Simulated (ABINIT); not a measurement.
WC:

```
W C
1.0
     0.00000    2.19268    2.19268
     2.19268    0.00000    2.19268
     2.19268    2.19268    0.00000
W C
1 1
Cartesian
  0.0000 0.0000 0.0000
  2.1927 2.1927 2.1927
```

Measurements of this composition are mostly on another form, of space group No. 187.

| Quantity | Value |
| --- | --- |
| Program | ABINIT 10.8.3 (patched build) |
| Task | single point |
| Functional | PBE |
| Potentials or basis | JTH PAW PBE v2.0 |
| Cutoff | 517 eV |
| k mesh | 10 × 10 × 10 |
| Occupations | fermi-dirac, width 0.05 eV |
| Spin | no spin polarisation |

On this cell: pressure -0.9 GPa; largest force zero by symmetry; band gap on the k mesh none (metal or under the smearing width).

The same run follows on a disturbed copy (atoms moved at random, drawn with an rms of 0.05 Å):

```
CELL_PARAMETERS angstrom
0.00000 2.19268 2.19268
2.19268 0.00000 2.19268
2.19268 2.19268 0.00000
ATOMIC_POSITIONS crystal
W 0.98258 0.99518 0.00280
C 0.51745 0.50594 0.48678
```

Question: What does the disturbed cell give?

Answer: The energy (extrapolated to zero smearing) moves by +20.1 meV/atom; pressure 1.0 GPa; largest force 0.743 eV/Å; band gap on the k mesh none (metal or under the smearing width).

Forces on the atoms (eV/Å):
```
W   -0.083  0.292  0.678
C    0.083 -0.292 -0.678
```

Stress tensor (GPa, compression positive):
```
-1.03 -0.02  0.01
-0.02 -0.18 -0.03
 0.01 -0.03  4.27
```

Caveats: the highest band is partly filled, so the run has too few bands.
